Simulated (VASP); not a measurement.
Here is a VASP 6.6.1 calculation.

File POSCAR:

```
MgO
1.0
    0.0000000000      2.0970013927      2.0970013927
    2.0970013927      0.0000000000      2.0970013927
    2.0970013927      2.0970013927      0.0000000000
Mg O
1 1
Direct
    0.0000000000      0.0000000000      0.0000000000
    0.5000000000      0.5000000000      0.5000000000
```

Contents of INCAR.step1:

```
PREC     = Accurate       # precision mode
ENCUT    = 520            # plane-wave cutoff, eV
EDIFF    = 1E-5           # SCF threshold, eV
ISMEAR   = 0              # smearing method
SIGMA    = 0.02           # smearing width, eV
LREAL    = False          # projectors in reciprocal space
LASPH    = True           # aspherical terms in the spheres
NELM     = 100            # most SCF steps
ALGO     = Normal         # electronic algorithm
ISIF     = 2              # what is computed and relaxed
LWAVE    = True           # write WAVECAR
LCHARG   = False          # write CHGCAR
NBANDS   = 11             # bands
GGA      = PE             # functional
KPAR     = 4
```

File INCAR.step2:

```
PREC     = Accurate       # precision mode
ENCUT    = 520            # plane-wave cutoff, eV
EDIFF    = 1E-7           # SCF threshold, eV
ISMEAR   = 0              # smearing method
SIGMA    = 0.02           # smearing width, eV
LREAL    = False          # projectors in reciprocal space
LASPH    = True           # aspherical terms in the spheres
NELM     = 100            # most SCF steps
ALGO     = Normal         # electronic algorithm
ISIF     = 2              # what is computed and relaxed
LWAVE    = False          # write WAVECAR
LCHARG   = False          # write CHGCAR
GGA      = PE             # functional
LHFCALC  = True           # exact exchange
HFSCREEN = 0.2            # screening, 1/A
PRECFOCK = Fast         
NBANDS   = 11             # bands
ISTART   = 1            
KPAR     = 4
```

The input KPOINTS:

```
Automatic mesh
0
Gamma
  8 8 8
```

File KPOINTS_OPT:

```
path GXWKGLUWLK,UX
8
line-mode
reciprocal
 0.0000000000  0.0000000000  0.0000000000  G
 0.5000000000  0.0000000000  0.5000000000  X

 0.5000000000  0.0000000000  0.5000000000  X
 0.5000000000  0.2500000000  0.7500000000  W

 0.5000000000  0.2500000000  0.7500000000  W
 0.3750000000  0.3750000000  0.7500000000  K

 0.3750000000  0.3750000000  0.7500000000  K
 0.0000000000  0.0000000000  0.0000000000  G

 0.0000000000  0.0000000000  0.0000000000  G
 0.5000000000  0.5000000000  0.5000000000  L

 0.5000000000  0.5000000000  0.5000000000  L
 0.6250000000  0.2500000000  0.6250000000  U

 0.6250000000  0.2500000000  0.6250000000  U
 0.5000000000  0.2500000000  0.7500000000  W

 0.5000000000  0.2500000000  0.7500000000  W
 0.5000000000  0.5000000000  0.5000000000  L

 0.5000000000  0.5000000000  0.5000000000  L
 0.3750000000  0.3750000000  0.7500000000  K

 0.6250000000  0.2500000000  0.6250000000  U
 0.5000000000  0.0000000000  0.5000000000  X
```

Potentials or basis: VASP PAW PBE potentials, release 64 (Mg, O).

Launch:

```bash
$ cat potpaw_PBE.64/Mg/POTCAR potpaw_PBE.64/O/POTCAR > POTCAR
$ cp INCAR.step1 INCAR
$ mpirun -np 4 vasp_std > vasp.out
$ cp INCAR.step2 INCAR
$ mpirun -np 4 vasp_std > vasp.out
```

Problem. Predict the pressure.

Solution. 0.6 GPa.

Problem. Estimate the band gap along the path.

Solution. 6.60 eV, direct.

Levels at the corners of the path, in eV from the valence-band top:
| point | band 1 | band 2 | band 3 | band 4 | band 5 | band 6 | band 7 | band 8 |
| --- | --- | --- | --- | --- | --- | --- | --- | --- |
| Γ | -18.89 | 0.00 | 0.00 | 0.00 | 6.60 | 17.86 | 17.86 | 17.86 |
| X | -17.23 | -4.44 | -1.49 | -1.49 | 10.90 | 12.02 | 15.53 | 21.60 |
| X | -17.23 | -4.44 | -1.49 | -1.49 | 10.90 | 12.02 | 15.53 | 21.60 |
| W | -17.18 | -3.21 | -3.21 | -1.92 | 13.78 | 13.78 | 14.39 | 17.82 |
| W | -17.18 | -3.21 | -3.21 | -1.92 | 13.78 | 13.78 | 14.39 | 17.82 |
| K | -17.22 | -3.80 | -2.93 | -1.27 | 12.02 | 13.97 | 14.84 | 20.59 |
| K | -17.22 | -3.80 | -2.93 | -1.27 | 12.02 | 13.97 | 14.84 | 20.59 |
| Γ | -18.89 | 0.00 | 0.00 | 0.00 | 6.60 | 17.86 | 17.86 | 17.86 |
| Γ | -18.89 | 0.00 | 0.00 | 0.00 | 6.60 | 17.86 | 17.86 | 17.86 |
| L | -17.51 | -4.99 | -0.73 | -0.73 | 9.78 | 15.05 | 18.48 | 18.48 |
| L | -17.51 | -4.99 | -0.73 | -0.73 | 9.78 | 15.05 | 18.48 | 18.48 |
| U | -17.22 | -3.80 | -2.93 | -1.27 | 12.02 | 13.97 | 14.84 | 20.59 |
| U | -17.22 | -3.80 | -2.93 | -1.27 | 12.02 | 13.97 | 14.84 | 20.59 |
| W | -17.18 | -3.21 | -3.21 | -1.92 | 13.78 | 13.78 | 14.39 | 17.82 |
| W | -17.18 | -3.21 | -3.21 | -1.92 | 13.78 | 13.78 | 14.39 | 17.82 |
| L | -17.51 | -4.99 | -0.73 | -0.73 | 9.78 | 15.05 | 18.48 | 18.48 |
| L | -17.51 | -4.99 | -0.73 | -0.73 | 9.78 | 15.05 | 18.48 | 18.48 |
| K | -17.22 | -3.80 | -2.93 | -1.27 | 12.02 | 13.97 | 14.84 | 20.59 |
| U | -17.22 | -3.80 | -2.93 | -1.27 | 12.02 | 13.97 | 14.84 | 20.59 |
| X | -17.23 | -4.44 | -1.49 | -1.49 | 10.90 | 12.02 | 15.53 | 21.60 |

Caveat: the PAW data sets were made with another functional, which shifts forces and pressure a little.

**The experiment to reproduce.**

“Electronic structure of alkaline earth and post-transition metal oxides”, 2009, arxiv:0908.1581 quotes, for a bulk crystal of MgO: band gap 7.83 eV.

Measured gap of MgO: 7.83 eV (quoted in “Electronic structure of alkaline earth and post-transition metal oxides”, 2009, arxiv:0908.1581). This calculation gives 6.60 eV (-1.23 eV). The value is that of HSE06, without temperature or zero-point motion. The cell is a database's relaxed one, not the measured one, which moves gaps too.
